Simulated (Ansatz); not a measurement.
Ga in Ansatz: the effect of functional

Crystal: Ga.

```
Ga
1.0
     1.37372   -3.99948    0.00000
     1.37372    3.99948    0.00000
    -0.11666    0.00000    3.30758
Ga
2
Direct
  0.13100 0.86900 0.75000
  0.86900 0.13100 0.25000
```

This isn't the form of Ga at room conditions, which is orthorhombic.

The cell isn't the ideal one: volume scaled by 0.98.

Alike in all runs:

* Program: Ansatz 0.2.0
* Task: single point
* Potentials or basis: Ansatz PAW
* k mesh: 10 × 10 × 8
* Occupations: fermi-dirac, width 0.05 eV
* Spin: no spin polarisation

| functional | cutoff | pressure (GPa) | largest force (eV/Å) |
| --- | --- | --- | --- |
| LDA | 420 eV (not typed: the program's choice for these potentials) | ? | ? |
| PBEsol | 420 eV (not typed: the program's choice for these potentials) | -0.9 | 0.21 |
| r2SCAN | 500 eV (not typed: the program's choice for these potentials) | -0.2 | 0.22 |

Task: What does the run with functional LDA give?

Result: Pressure -3.0 GPa; largest force 0.19 eV/Å.

Caveats: the PAW data sets come from PBE, with cores solved anew for the run's functional, which leaves a small shift of forces and pressure.
